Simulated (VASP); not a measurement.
Nb: single point with PBEsol

The system is Nb.

```xyz
1
Lattice="-0.0410 2.1934 2.1088 2.0464 0.0498 2.0180 2.1263 2.1824 -0.0300" Properties=species:S:1:pos:R:3 pbc="T T T"
Nb   -0.0098    0.0653    0.0554
```

The cell isn't the ideal one: cell strained at random at fixed volume.

```json
{
 "Program": "VASP 6.6.1",
 "Task": "single point",
 "Functional": "PBEsol",
 "Potentials or basis": "VASP PAW PBE potentials, release 64 (Nb_sv)",
 "Cutoff": "520 eV",
 "k mesh": "11 × 11 × 11",
 "Occupations": "fermi-dirac, width 0.05 eV",
 "Spin": "no spin polarisation"
}
```

```
Pressure               : -8.0 GPa
Band gap on the k mesh : none (metal or under the smearing width)
```

Stress tensor (GPa, compression positive):
```
 -8.65   0.45  -1.98
  0.45  -3.37   1.05
 -1.98   1.05 -12.02
```

Levels at points of the mesh, in eV from the Fermi level:
```
           k point  band 4  band 5  band 6  band 7  band 8  band 9  band 10  band 11
(0.00, 0.00, 0.00)  -29.96   -6.20   -0.25   -0.17    0.83    2.48     3.03    11.84
```

It took 2.2 min on 1 thread of AMD EPYC 7R43 64-Core Processor (Zen 3), with other jobs on the host, peak memory 0.22 GiB.

Caveat: the PAW data sets were made with another functional, which shifts forces and pressure a little.
